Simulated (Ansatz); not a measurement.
**F (P-1) at 2 levels of theory**

One geometry, relaxed with PBE+D3(BJ); plane waves with PAW potentials in Ansatz, scalar-relativistic. No spin polarisation. Gaps are the least over mesh and band path; pressure is positive in compression.

```
F
1.0
     3.54032    0.00000    0.00000
    -0.26386    6.31842    0.00000
    -0.17254   -0.17725    6.46709
F
8
Direct
  0.39536 0.16462 0.35246
  0.94638 0.76473 0.26809
  0.89725 0.25721 0.93034
  0.43084 0.63903 0.70010
  0.56916 0.36097 0.29990
  0.10275 0.74279 0.06966
  0.05362 0.23527 0.73191
  0.60464 0.83538 0.64754
```

```
     level  cutoff (eV)  k mesh  gap (eV)  pressure (GPa)
PBE+D3(BJ)          420   6×4×4      3.16             0.0
```

What comes out on the same cell with r2SCAN?

```csv
level,cutoff (eV),k mesh,gap (eV),pressure (GPa)
r2SCAN,500,6×4×4,4.05,-1.8
```

The cell holds layers, chains or molecules whose binding is poorly described in rows without D3.

The cell was found from a structure generator's guess, not taken from experiment.
